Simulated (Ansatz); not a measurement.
# How the conductance of Mg/AlN/Zr changes with thickness, part 7 of 7

Wanted: T(E), the conductance and its decay constant for Mg/AlN/Zr. The lower electrode is Mg hcp(0001), the upper one Zr hcp(0001); the barrier is AlN zinc blende(111) (whole bilayers). In the first transport cell, after relaxation, the nearest pair of electrode and barrier is Mg–N at 2.05 Å, along the normal, at the lower face and Zr–Al at 3.29 Å, at a slant, at the upper one. All share a net of side 3.19 Å, which strains the lower electrode by +0.0 %, the upper one by -1.2 % and the barrier by +2.5 %, against typed lattice constants near PBE's. The first steps treat the bulk electrodes alone.

Ansatz 0.2.0; PBE DFT, plane waves, PAW files (the session's first sound run).

So far, transmission at the Fermi level (a spin, zone mean): step 5 (T(E) of the junction) 0.00589; step 8 (30 atoms, atomic planes in the barrier 8, gap between the …) 0.00134; step 9 (34 atoms, atomic planes in the barrier 12, gap between the …) 7.2e-5; step 10 (36 atoms, atomic planes in the barrier 14, gap between the …) 1.8e-5; step 15 (a repeat with changed settings, 28 atoms: accuracy = "medium") 0.00589. Also channels of the lower lead: step 5 0.840; step 7 (conductance, 28 atoms) 0.888; step 15 0.840.

## Step 16: The same cell, other settings, 26 atoms: hamiltonian.xc = "pbesol"

This step: PBEsol DFT, plane waves, PAW files; ballistic transmission by layer matching between semi-infinite leads; changed: hamiltonian.xc = "pbesol" (Ansatz 0.2.0).

System of this step: Mg/AlN/Zr. The cell holds 26 atoms: 11 Mg, 2 N, 2 Al and 11 Zr. Its edges and angles: a = 3.190 Å, b = 3.190 Å, c = 73.739 Å, α = 90.0°, β = 90.0°, γ = 120.0°. Regions: left electrode, 11 atoms (11 Mg); barrier, 4 atoms (2 N and 2 Al); right electrode, 11 atoms (11 Zr). Vacuum lies along c.

This run repeats an earlier one, its twin (the conductance run, 4 atomic planes between the electrodes), with one setting changed (hamiltonian.xc; files written aside). It is meant to test how much rests on the functional. Where the input is shown as a difference, that is against the step before, not the twin.

Contents of input.yaml:

```yaml
crystal:
  lattice:
    - [3.19, 0.0, 0.0]
    - [-1.595, 2.7626210381, 0.0]
    - [0.0, 0.0, 73.7390103945]
  atoms:
    - { symbol: Mg, position: [0.0, 0.0, 0.0949293998] }
    - { symbol: Mg, position: [0.33333333, 0.66666667, 0.1299823583] }
    - { symbol: Mg, position: [0.0, 0.0, 0.1650353168] }
    - { symbol: Mg, position: [0.33333333, 0.66666667, 0.2000882752] }
    - { symbol: Mg, position: [0.0, 0.0, 0.2351412337] }
    - { symbol: Mg, position: [0.33333333, 0.66666667, 0.2701941922] }
    - { symbol: Mg, position: [0.0, 0.0, 0.3052471507] }
    - { symbol: Mg, position: [0.33333333, 0.66666667, 0.3403001091] }
    - { symbol: Mg, position: [0.0, 0.0, 0.3753530676] }
    - { symbol: Mg, position: [0.33333333, 0.66666667, 0.4104060261] }
    - { symbol: Mg, position: [0.0, 0.0, 0.443967712] }
    - { symbol: "N", position: [0.0, 0.0, 0.4717128877] }
    - { symbol: Al, position: [0.33333333, 0.66666667, 0.4793702707] }
    - { symbol: "N", position: [0.33333333, 0.66666667, 0.5056207911] }
    - { symbol: Al, position: [0.66666667, 0.33333333, 0.5142635005] }
    - { symbol: Zr, position: [0.0, 0.0, 0.5512695129] }
    - { symbol: Zr, position: [0.66666667, 0.33333333, 0.5857641105] }
    - { symbol: Zr, position: [0.0, 0.0, 0.6212426093] }
    - { symbol: Zr, position: [0.66666667, 0.33333333, 0.6567211082] }
    - { symbol: Zr, position: [0.0, 0.0, 0.692199607] }
    - { symbol: Zr, position: [0.66666667, 0.33333333, 0.7276781059] }
    - { symbol: Zr, position: [0.0, 0.0, 0.7631566047] }
    - { symbol: Zr, position: [0.66666667, 0.33333333, 0.7986351036] }
    - { symbol: Zr, position: [0.0, 0.0, 0.8341136025] }
    - { symbol: Zr, position: [0.66666667, 0.33333333, 0.8695921013] }
    - { symbol: Zr, position: [0.0, 0.0, 0.9050706002] }
kpoints:
  mp_grid: { grid: [12, 12, 1] }
scf:
  occupations: { method: fermi_dirac, width: 0.1 }
  max_iter: 150
hamiltonian:
  xc: pbesol
output:
  transmission:
    kmesh: [30, 30]
    e_range: [-0.26, 0.27]
    de: 0.0375
    leads: [[4, 6], [20, 22]]
```

Run with:

```bash
> ansatz run input.yaml --threads 4 --pin off --max-ram 12288MiB --backend cpu --events-out ev --progress --plain --runs-dir out
```

Numbers of over 12 decimals in the logs are rounded to 6 here.

The program printed:

```text
[...]
Crystal: 26 atoms, lattice volume = 649.844 Å³
Basis set: ecut = 420 eV, 12811 PW (Γ)
Bands: 155, of which v1, the nominal top of the filled ones, is band 129 counted from 1 (128 counted from 0)
Symmetry: 6 space group operations
[...]
k-points: 19 of 144 (time reversal used)
[...]
SCF iter   1: F=—  HF=-68257.367574 eV  |F-HF|=—  |Δ(HF+E_count)|=         —  Δρ=8.58e-3  dr2=3.72e2  ethr=1.77e-3  ⟨swp⟩=14.2  Hψ=14822  notcnv=0
[...]
SCF iter   9: F=-68256.820618 eV  HF=-68256.820618 eV  |F-HF|=3.50e-8  |Δ(HF+E_count)|=   9.87e-8  Δρ=1.91e-6  dr2=4.01e-8  ethr=3.88e-11  ⟨swp⟩=9.6  Hψ=10217  notcnv=0
SCF 1 converged in 9 iterations: F = -68256.820618 eV  dr2 = 4.01e-8
[...]
transmission: 556 of 5460 steps passed
transmission: 1096 of 5460 steps passed
[...]
transmission: 5460 of 5460 steps passed
SCF converged after 9 iterations
Free energy (F): -68256.820618 eV
[...]
Internal energy: -68256.173576 eV  (E = F + TS)
E sigma→0 (E₀):  -68256.497097 eV
Entropy (-TS):   -0.647042 eV (-24.886 meV/atom)
Fermi energy:    7.574586 eV
[...]
--- Band table (eV; the first three rows and the last of 19) ---
  k-point 0: bands = [... 125 lower, 7.8921, 8.0482, 8.1213, 8.2661, 8.3282, 8.3998, 8.3998, 8.4086, ... 22 higher]
  k-point 1: bands = [... 125 lower, 7.8852, 7.9416, 8.0019, 8.0142, 8.0329, 8.1079, 8.1717, 8.2150, ... 22 higher]
  k-point 2: bands = [... 125 lower, 7.4578, 7.4870, 7.5295, 7.5680, 7.6791, 7.7711, 7.8571, 7.9495, ... 22 higher]
  k-point 18: bands = [... 125 lower, 7.3114, 7.3475, 7.5078, 7.5787, 7.5860, 7.6106, 7.6228, 7.6392, ... 22 higher]
--- Transmission ---
  basis      : 85 plane waves across, 60 finite elements along
  points     : 91, standing for a mesh of 30 x 30
[...]
filled         : 41.2 meV under the level at which it is neutral
    channels       : 8.877778e-1 a spin
[...]
slowest decay  : 0.0153 /Å at (0.3000, 0.0000)
[...]
filled         : 40.0 meV under the level at which it is neutral
    channels       : 6.422222e-1 a spin
[...]
slowest decay  : 0.0196 /Å at (0.3333, 0.3000)
  junction   : crystal 0 to crystal 1, 19.33 to 50.43 Å
    transmission   : 2.628999e-2 a spin
[...]
resistance     : 4.0495e-2 Ω µm² beyond half of each lead's own
```

It took 7.1 min on 4 threads of Arm Neoverse V1, shared host; peak memory 2.9 GiB.

This step gave:

```
free energy                                         : -68256.8206 eV
Fermi energy                                        : 7.575 eV
transmission at the Fermi level (a spin, zone mean) : 0.02629
channels of the lower lead                          : 0.8878
channels of the upper lead                          : 0.6422
potential step in the lower lead                    : 25 meV
potential step in the upper lead                    : 29.9 meV
ballistic conductance of the upper lead             : 6.10e14 S/m²
junction conductance                                : 2.38e13 S/m²
error estimates by source, in the log's order       : 1.7, 7.8, 5.8, 25.7, 8.2 %
resistance-area product beyond the leads            : 0.04050 Ω um²
```

One spin. Transmission, zone mean against energy, zero at the Fermi level:

```csv
energy (eV),"transmission, zone mean"
-0.260,0.0496
-0.223,0.0454
-0.185,0.0416
-0.147,0.0375
-0.110,0.0341
-0.072,0.0336
-0.035,0.0296
0.003,0.0263
0.040,0.0247
0.077,0.0232
0.115,0.0212
0.152,0.0212
0.190,0.0218
0.228,0.0326
0.265,0.0246
```

One spin. Open channels, zone mean against energy, zero at the Fermi level:

```csv
energy (eV),lower lead,upper lead
-0.260,0.854,0.483
-0.223,0.854,0.517
-0.185,0.874,0.563
-0.147,0.881,0.537
-0.110,0.841,0.55
-0.072,0.854,0.59
-0.035,0.821,0.629
0.003,0.888,0.642
0.040,0.888,0.793
0.077,0.914,0.873
0.115,0.894,1
0.152,0.948,1.18
0.190,0.974,1.25
0.228,0.983,1.37
0.265,0.983,1.36
```

Transmission over k1 and k2. At 0.0025 eV from the Fermi level.

Values, 12 rows by 16 columns, each cell a mean:
```
0.000 0.000 0.000 0.000 0.001 0.000 0.000 0.000 0.000 0.000 0.003 0.003 0.010 0.006 0.003 0.001
0.000 0.000 0.000 0.000 0.000 0.000 0.000 0.000 0.000 0.000 0.001 0.001 0.001 0.002 0.000 0.001
0.003 0.000 0.000 0.000 0.000 0.000 0.000 0.000 0.000 0.000 0.000 0.003 0.011 0.007 0.008 0.011
0.002 0.000 0.000 0.000 0.000 0.039 0.098 0.074 0.027 0.000 0.000 0.000 0.002 0.002 0.003 0.004
0.000 0.000 0.000 0.000 0.019 0.147 0.290 0.291 0.257 0.128 0.019 0.000 0.000 0.000 0.000 0.000
0.000 0.000 0.000 0.000 0.004 0.115 0.291 0.240 0.226 0.279 0.145 0.010 0.000 0.000 0.000 0.000
0.000 0.000 0.000 0.000 0.000 0.012 0.160 0.276 0.251 0.282 0.245 0.060 0.000 0.000 0.000 0.000
0.000 0.005 0.001 0.000 0.000 0.000 0.016 0.091 0.222 0.238 0.191 0.058 0.000 0.000 0.000 0.000
0.005 0.002 0.000 0.006 0.001 0.000 0.000 0.000 0.000 0.036 0.025 0.000 0.000 0.000 0.000 0.001
0.004 0.011 0.002 0.011 0.005 0.001 0.000 0.000 0.000 0.000 0.000 0.000 0.000 0.000 0.000 0.000
0.000 0.004 0.000 0.010 0.001 0.004 0.000 0.000 0.000 0.000 0.000 0.000 0.000 0.000 0.000 0.000
0.000 0.001 0.000 0.007 0.005 0.002 0.000 0.000 0.000 0.000 0.000 0.002 0.002 0.001 0.000 0.000
```
Columns: k1 (b1) from -0.5 to 0.467; rows upwards: k2 (b2) from -0.5 to 0.467.

The conductance is 2.4e13 S/m² against 2.4e13 S/m² in the twin: no change within 1 %.

## Step 17: Summary of results

* 1/G at 7.91 Å gap: 0.0419 Ω um²
* 1/G at 25.5 Å gap: 936 Ω um²
* decay constant β: 0.57 Å⁻¹

**Reading.** A fit of ln G against d gives β = 0.57 Å⁻¹, and step by step the slopes are 0.60, 0.60, 0.58, 0.55, 0.54 and 0.53 Å⁻¹. They agree within a fifth, so G falls as one exponential, by a factor of ten every 4.0 Å. At the Fermi level the layers of the barrier in the wide-window run (6 planes) hold from 0.016 to 0.18 states an eV and atom. A semilocal functional narrows gaps, which tends to make the decay too slow. For band edges and narrow resonances between the energies solved the program's estimate reaches 1736 %, so such features can't be ruled out. The program's largest other error estimate on these conductances is 29 %, from the leads' potential steps, in the run that gave 2.4e13 S/m². In 7 of these 7 runs a lead's potential steps by more than 25 meV, which the program flags as too much. No spin-orbit coupling, phonons, disorder or image charges enter; the interfaces are ordered, one cell wide and lattice-matched by strain. Semilocal gaps are too small, which can bring a band edge of the barrier nearer to the Fermi level than it is.

[Logs are printed without paths, hosts, clocks, repeated set-up lines and the standing remarks that a program may print on its own settings, such as how far it seeks lower states.]

[Hosts, paths, dates, database ids (printed as entryN), source tags and the programs' standing remarks are cut or masked in the printed files.]
